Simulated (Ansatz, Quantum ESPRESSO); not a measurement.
**TaN: 8 runs at one level of theory**

```
Ta N
1.0
     3.66304    0.00000    0.00000
     0.00000    3.66304    0.00000
     0.00000    0.00000    4.56049
Ta N
2 2
Direct
  0.00000 0.50000 0.00000
  0.50000 0.00000 0.50000
  0.00000 0.00000 0.25000
  0.00000 0.00000 0.75000
```

The cell comes from a database or a generator and needn't be the stable form of this composition.

Alike in all runs: task single point; functional PBE; k mesh 7 × 7 × 6; occupations fermi-dirac, width 0.05 eV; no spin polarisation; no spin-orbit coupling. Pressure is positive in compression and, in plane waves, holds the error of the finite cutoff, which Ansatz's Pulay term estimates and takes out.

| program and potentials | plane-wave cutoff (eV) | notes | pressure (GPa) |
| --- | --- | --- | --- |
| Ansatz, Ansatz PAW | 420 | 9 valence electrons an atom on average; Pulay term of +0.33 GPa included | -19.77 |
| Quantum ESPRESSO, SSSP 1.3 efficiency PBE | 816 | 9 valence electrons an atom on average | -20.01 |
| Ansatz, Ansatz PAW (files of its older set among them) | 870 | 16 valence electrons an atom on average | -19.61 |
| Ansatz, PseudoDojo standard (PBE files) | 1143 | 9 valence electrons an atom on average | -19.92 |
| Ansatz, PseudoDojo stringent (PBE files) | 1796 | 16 valence electrons an atom on average; Pulay term of +0.03 GPa included | -19.90 |
| Ansatz, JTH PAW | 1320 | 9 valence electrons an atom on average; Pulay term of +0.04 GPa included | -19.69 |
| Ansatz, SPMS NC | 1034 | 9 valence electrons an atom on average; Pulay term of +0.12 GPa included | -19.84 |
| Ansatz, Ansatz NC | 1240 | 16 valence electrons an atom on average | -19.52 |

The pressure spans -20.01 (Quantum ESPRESSO, SSSP 1.3 efficiency PBE) to -19.52 GPa (Ansatz, Ansatz NC). The cell lies far from this level's equilibrium.

Differences between rows come from potentials, basis sets and numerical settings, since the functional is the same but for its coding. Runs on potential files found faulty are left out.
